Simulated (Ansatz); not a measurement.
Relaxation of As

All numbers below come from Ansatz 0.2.0, DFT PBE, scalar-relativistic, plane waves, PAW. Run with 420 eV cutoff, 12×12×12 k-mesh, Gaussian smearing of 0.10 eV, no spin polarisation.

What was changed in N: N → As on all its sites, cell and atoms relaxed.

Command:

```bash
ansatz run input.yaml --threads 1 --pin off --max-ram 2560MiB --backend cpu --events-out ev --progress --plain --runs-dir out
```

Input:

```yaml
crystal:
  lattice:
    - [3.6838407415, 0.0, 0.0]
    - [-1.8419203707, 3.1902996656, 0.0]
    - [0.0, 0.0, 3.5579596027]
  atoms:
    - { symbol: As, position: [0.6666666667, 0.3333333333, 0.25] }
    - { symbol: As, position: [0.3333333333, 0.6666666667, 0.75] }
basis:
  ecutwfc: 420
kpoints:
  mp_grid: { grid: [12, 12, 12] }
hamiltonian:
  xc: pbe
scf:
  occupations: { method: gaussian, width: 0.1 }
output:
  forces: true
  stress: true
  eigenvalues: true
  write_density: true
  write_potential: true
  elf: true
  volumetric_format: npy
relax:
  adjacent_minimum: "off"
  f_tol: 0.01
  max_steps: 60
  cell: { stress_tol: 0.1 }
```

F is the free energy. Steps run on the plane waves of an earlier cell, but the last one, and at times one on the way, on a freshly chosen basis, so a repeated geometry can differ a little in energy.

Steps:

```tsv
step	F − F(1) (eV)	largest force component (eV/Å)	V (Å³/atom)	P (GPa)
1	0.0000	0.000	20.908	-0.48
2	-0.0004	0.000	20.653	0.24
3	-0.0007	0.000	20.744	0.01
4	-0.0007	0.000	20.744	0.01
```

Relaxed structure:

```
CELL_PARAMETERS angstrom
3.66824 0.00000 0.00000
-1.83412 3.17679 0.00000
0.00000 0.00000 3.56027
ATOMIC_POSITIONS crystal
As 0.66667 0.33333 0.25000
As 0.33333 0.66667 0.75000
```

It takes space group P6_3/mmc (No. 194, hexagonal). Conventional cell: a = 3.668 Å, b = 3.668 Å, c = 3.560 Å, α = 90.00°, β = 90.00°, γ = 120.00°. As (site symmetry -6m2) has 6 As at 2.77 Å as nearest neighbours.

The run converged. The run took 25 s on 1 thread of Arm Neoverse V1 (shared host), peak memory 0.37 GiB.